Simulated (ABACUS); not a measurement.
Input of an ABACUS 3.10.1 run:

INPUT

```
INPUT_PARAMETERS
suffix              Si2W
calculation         scf
basis_type          pw
pseudo_dir          ./
symmetry            1
dft_functional      pbe
ecutwfc             74
pseudo_rcut         10
nspin               1
nbands              15
ks_solver           dav
smearing_method     fd
smearing_sigma      0.00367493
scf_thr             1e-08
scf_nmax            100
mixing_type         broyden
mixing_beta         0.7
cal_force           1
cal_stress          1
kpar                4
```

Contents of STRU:

```
ATOMIC_SPECIES
W 183.8400 W.upf
Si 28.0850 Si.upf

LATTICE_CONSTANT
1.8897261246

LATTICE_VECTORS
-1.6069000000 1.6069000000 3.9149500000
1.6069000000 -1.6069000000 3.9149500000
1.6069000000 1.6069000000 -3.9149500000

ATOMIC_POSITIONS
Direct

W
0.0
1
0.0000000000 0.0000000000 0.0000000000 1 1 1

Si
0.0
2
0.6653000000 0.6653000000 0.0000000000 1 1 1
0.3347000000 0.3347000000 0.0000000000 1 1 1
```

File KPT:

```
K_POINTS
0
Gamma
12 12 12 0 0 0
```

Potentials or basis: PseudoDojo NC SR 0.4.1 PBE standard, plane waves.

Run with:

```sh
$ OMP_NUM_THREADS=1 mpirun -np 4 abacus > log
```

Problem. Predict the pressure.

Solution. 3.3 GPa.

Problem. Predict the band gap on the k mesh.

Solution. None (metal or under the smearing width).

Problem. Predict the largest force.

Solution. 0.078 eV/Å.

Stress tensor (GPa, compression positive):
```
3.15 0.00 0.00
0.00 3.15 0.00
0.00 0.00 3.72
```

Caveat: there are fewer bands than atomic start orbitals, so a level may be missed at k points of high symmetry. The run has no spin-orbit coupling, so splittings on W are missing.
